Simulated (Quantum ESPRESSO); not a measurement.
Runs of Quantum ESPRESSO 7.5 on SnO. Symmetry: P4/nmm, No. 129, tetragonal system. Conventional cell: a = 3.814 Å, b = 3.814 Å, c = 4.887 Å, α = 90.00°, β = 90.00°, γ = 90.00°. Sn (site symmetry 4mm) has 4 O at 2.23 Å as nearest neighbours. Around O (site symmetry -4m2) lie 4 Sn at 2.23 Å. The cell is a database's computed one.

| level | ASE optimiser | rVV10 parameter b | dispersion computed by | gap on the mesh (eV) | pressure (GPa) | relaxed volume (Å³/atom) |
| --- | --- | --- | --- | --- | --- | --- |
| PBEsol+D3(BJ) | FIRE | - | - | none | 0.0 | 16.30 |
| PBEsol+rVV10 | LBFGS | 6.3 | - | none | 0.0 | 15.99 |
| PBEsol+D4 | FIRE | - | dftd4 4.3.1 through ASE | 0.12 | 0.0 | (c) |
| PBEsol | BFGS | - | - | 0.34 | 0.0 | (a) |
| PBEsol+D3 | LBFGS | - | - | 0.19 | 0.0 | (b) |

Alike in all rows: task relaxation of cell and atoms; potentials or basis GBRV 1.5 PBEsol; no spin polarisation; cell relaxed; k mesh 5 × 5 × 4; cutoff (eV) 925; smearing fermi-dirac 0.05 eV.

Estimate the missing entries.

(a) 17.17; (b) 16.69; (c) 16.48.

Caveats: spin-orbit coupling is left out, which moves the levels of the heavy elements (some runs); an odd mesh through Γ misses points on the zone boundary, where band edges often lie (some runs); pairwise dispersion overbinds metals, which lowers pressure and volume (some runs); rVV10's parameter b was fitted to another functional (some runs).

A k mesh can miss the band edges, and the runs leave out spin-orbit coupling on Sn.

A gap of «none» marks a metal or a gap under the smearing width.
